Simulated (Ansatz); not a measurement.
Na (fcc type), DFT, PBE, all-electron LAPW, scalar-relativistic (Ansatz 0.2.0), on 1 thread of AMD EPYC 7R43 64-Core Processor (Zen 3) (shared host).

Command: `ansatz run input.yaml --threads 1 --pin off --max-ram 3584MiB --backend cpu --events-out ev --progress --plain --runs-dir out`

```yaml
crystal:
  lattice:
    - [0.0, 2.0955652286, 2.0955652286]
    - [2.0955652286, 0.0, 2.0955652286]
    - [2.0955652286, 2.0955652286, 0.0]
  atoms:
    - { symbol: Na, position: [0.0, 0.0, 0.0] }
kpoints:
  mp_grid: { grid: [16, 16, 16] }
scf:
  occupations: { method: fermi_dirac, width: 0.1 }
hamiltonian:
  xc: pbe
  pseudopotentials: { kind: all_electron, lapw: { basis_error: 0.0005 } }
output:
  forces: true
  stress: true
  eigenvalues: true
relax:
  f_tol: 0.005
  max_steps: 12
  cell: { p_target: 20.0, stress_tol: 0.03 }
```

(1) How large is the problem that the program sets up?

(2) About how long does it take?

Answers

(1) 145 irreducible k-points, 89 plane waves at Γ, 9 bands.

(2) 7.2 s of wall time for 7 SCF iterations over 1 geometries. Times on shared machines scatter by tens of per cent.
